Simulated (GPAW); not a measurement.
# Ti in GPAW: convergence with plane-wave cutoff (eV)

Input of the first run (plane-wave cutoff (eV) 240); the others differ in this setting and in those tied to it:

File run.py:

```python
import json
import numpy as np
import spglib
from ase import Atoms
from ase.constraints import FixSymmetry
from ase.filters import FrechetCellFilter
from ase.io import read, write
from ase.optimize import BFGS
from ase.stress import full_3x3_to_voigt_6_stress, voigt_6_to_full_3x3_strain, voigt_6_to_full_3x3_stress
from ase.units import GPa
from gpaw import GPAW, PW

atoms = read('Ti.cif')
cell, positions, numbers = spglib.find_primitive(
    (atoms.cell[:], atoms.get_scaled_positions(), atoms.numbers), symprec=1e-4)
atoms = Atoms(numbers, cell=cell, scaled_positions=positions, pbc=True)

calc = GPAW(mode=PW(240),
            xc='MGGA_X_R2SCAN+MGGA_C_R2SCAN',
            kpts={'size': (8, 8, 8), 'gamma': True},
            occupations={'name': 'fermi-dirac', 'width': 0.05},
            nbands=14,
            convergence={'density': 1e-06, 'eigenstates': 1e-09},
            maxiter=150,
            txt='gpaw.txt')
atoms.calc = calc
atoms.set_constraint(FixSymmetry(atoms))
BFGS(FrechetCellFilter(atoms), trajectory='relax.traj', logfile='-').run(fmax=0.005, steps=40)
atoms.set_constraint()
energy = atoms.get_potential_energy()
forces = atoms.get_forces()
stress = atoms.get_stress()
calc.write('gs.gpw')
write('result.traj', atoms)
print('Cell:', atoms.cell.cellpar().round(4))
print(atoms.get_scaled_positions().round(5))

gpts = tuple(int(n) for n in calc.get_number_of_grid_points())
cell = atoms.cell[:].T
dataset = spglib.get_symmetry((atoms.cell[:], atoms.get_scaled_positions(), atoms.numbers), symprec=1e-4)
rotations = [cell @ w @ np.linalg.inv(cell) for w in dataset['rotations']]
strains, clamped, relaxed = [], [], []
for v in [0, 3]:
    for e in (-0.01, 0.01):
        voigt = np.zeros(6)
        voigt[v] = e
        F = voigt_6_to_full_3x3_strain(voigt)
        a = atoms.copy()
        a.set_cell(atoms.cell[:] @ F, scale_atoms=True)
        c = GPAW(mode=PW(240),
                 xc='MGGA_X_R2SCAN+MGGA_C_R2SCAN',
                 kpts={'size': (8, 8, 8), 'gamma': True},
                 occupations={'name': 'fermi-dirac', 'width': 0.05},
                 nbands=14,
                 convergence={'density': 1e-06, 'eigenstates': 1e-09},
                 maxiter=150,
                 gpts=gpts,
                 txt=f'strain-{v}{e:+.3f}.txt')
        a.calc = c
        s0 = s1 = a.get_stress() - stress
        print(v, e, 'clamped', (s0 / GPa).round(3), 'relaxed', (s1 / GPa).round(3), flush=True)
        for R in rotations:  # images under the point group
            eps = R @ (F - np.eye(3)) @ R.T
            strains.append(full_3x3_to_voigt_6_stress(eps) * [1, 1, 1, 2, 2, 2])
            for s, rows in ((s0, clamped), (s1, relaxed)):
                rows.append(full_3x3_to_voigt_6_stress(R @ voigt_6_to_full_3x3_stress(s) @ R.T))

C0, C = (np.linalg.lstsq(np.array(strains), np.array(s), rcond=None)[0].T / GPa for s in (clamped, relaxed))
print('Clamped-ion Cij (GPa):')
print(C0.round(1))
print('Relaxed-ion Cij (GPa):')
print(C.round(1))
json.dump({'clamped': C0.tolist(), 'relaxed': C.tolist()}, open('elastic.json', 'w'))
```

Contents of Ti.cif:

```cif
data_Ti
_cell_length_a 3.28200000
_cell_length_b 3.28200000
_cell_length_c 3.28200000
_cell_angle_alpha 90.00000000
_cell_angle_beta 90.00000000
_cell_angle_gamma 90.00000000
_space_group_name_H-M_alt 'Im-3m'
_space_group_name_Hall '-I 4 2 3'
_space_group_IT_number 229
loop_
_space_group_symop_operation_xyz
'x,y,z'
'-x,-y,-z'
'-y,x,z'
'y,-x,-z'
'-x,-y,z'
'x,y,-z'
'y,-x,z'
'-y,x,-z'
'x,-y,-z'
'-x,y,z'
'-y,-x,-z'
'y,x,z'
'-x,y,-z'
'x,-y,z'
'y,x,-z'
'-y,-x,z'
'z,x,y'
'-z,-x,-y'
'z,-y,x'
'-z,y,-x'
'z,-x,-y'
'-z,x,y'
'z,y,-x'
'-z,-y,x'
'-z,x,-y'
'z,-x,y'
'-z,-y,-x'
'z,y,x'
'-z,-x,y'
'z,x,-y'
'-z,y,x'
'z,-y,-x'
'y,z,x'
'-y,-z,-x'
'x,z,-y'
'-x,-z,y'
'-y,z,-x'
'y,-z,x'
'-x,z,y'
'x,-z,-y'
'-y,-z,x'
'y,z,-x'
'-x,-z,-y'
'x,z,y'
'y,-z,-x'
'-y,z,x'
'x,-z,y'
'-x,z,-y'
'x+1/2,y+1/2,z+1/2'
'-x+1/2,-y+1/2,-z+1/2'
'-y+1/2,x+1/2,z+1/2'
'y+1/2,-x+1/2,-z+1/2'
'-x+1/2,-y+1/2,z+1/2'
'x+1/2,y+1/2,-z+1/2'
'y+1/2,-x+1/2,z+1/2'
'-y+1/2,x+1/2,-z+1/2'
'x+1/2,-y+1/2,-z+1/2'
'-x+1/2,y+1/2,z+1/2'
'-y+1/2,-x+1/2,-z+1/2'
'y+1/2,x+1/2,z+1/2'
'-x+1/2,y+1/2,-z+1/2'
'x+1/2,-y+1/2,z+1/2'
'y+1/2,x+1/2,-z+1/2'
'-y+1/2,-x+1/2,z+1/2'
'z+1/2,x+1/2,y+1/2'
'-z+1/2,-x+1/2,-y+1/2'
'z+1/2,-y+1/2,x+1/2'
'-z+1/2,y+1/2,-x+1/2'
'z+1/2,-x+1/2,-y+1/2'
'-z+1/2,x+1/2,y+1/2'
'z+1/2,y+1/2,-x+1/2'
'-z+1/2,-y+1/2,x+1/2'
'-z+1/2,x+1/2,-y+1/2'
'z+1/2,-x+1/2,y+1/2'
'-z+1/2,-y+1/2,-x+1/2'
'z+1/2,y+1/2,x+1/2'
'-z+1/2,-x+1/2,y+1/2'
'z+1/2,x+1/2,-y+1/2'
'-z+1/2,y+1/2,x+1/2'
'z+1/2,-y+1/2,-x+1/2'
'y+1/2,z+1/2,x+1/2'
'-y+1/2,-z+1/2,-x+1/2'
'x+1/2,z+1/2,-y+1/2'
'-x+1/2,-z+1/2,y+1/2'
'-y+1/2,z+1/2,-x+1/2'
'y+1/2,-z+1/2,x+1/2'
'-x+1/2,z+1/2,y+1/2'
'x+1/2,-z+1/2,-y+1/2'
'-y+1/2,-z+1/2,x+1/2'
'y+1/2,z+1/2,-x+1/2'
'-x+1/2,-z+1/2,-y+1/2'
'x+1/2,z+1/2,y+1/2'
'y+1/2,-z+1/2,-x+1/2'
'-y+1/2,z+1/2,x+1/2'
'x+1/2,-z+1/2,y+1/2'
'-x+1/2,z+1/2,-y+1/2'
loop_
_atom_site_label
_atom_site_type_symbol
_atom_site_symmetry_multiplicity
_atom_site_Wyckoff_symbol
_atom_site_fract_x
_atom_site_fract_y
_atom_site_fract_z
_atom_site_occupancy
Ti1 Ti 2 a 0.0000000000 0.0000000000 0.0000000000 1
```

Potentials or basis: GPAW PAW data sets (gpaw-data 1.2.1), pw.

Command:

```console
$ OMP_NUM_THREADS=1 python run.py
```

This isn't the form of Ti at room conditions, which is hcp.

Hardware: 1 thread of Intel(R) Xeon(R) Platinum 8259CL CPU @ 2.50GHz (Skylake/Cascade Lake), on a shared host.

| plane-wave cutoff (eV) | energy less the tightest run, at zero smearing (meV/atom) | pressure (GPa) | SCF cycles | CPU time (s) | peak memory (GiB) |
| --- | --- | --- | --- | --- | --- |
| 240 | 440.70 | 0.03 | 11 | 160 | 0.51 |
| 300 | 299.67 | 0.00 | 11 | 170 | 0.52 |
| 370 | 115.58 | -0.02 | 11 | 190 | 0.53 |
| 450 | 50.46 | 0.00 | 11 | 210 | 0.61 |
| 530 | 36.97 | 0.03 | 11 | 240 | 0.56 |
| 600 | 23.50 | 0.00 | 11 | 270 | 0.57 |
| 720 | 0.00 | 0.00 | 11 | 500 | 0.59 |

Against the tightest run, the pressure stays within 0.1 GPa from 240 on. Not settled before the last step: the energy (to 1 meV/atom). The tightest run that finished is the yardstick and may itself not be fully converged.

Caveat, for the tightest run too: the density grid can change from cell to cell, which puts small steps into energies and stress; the PAW data sets were made with another functional, which shifts forces and pressure a little.
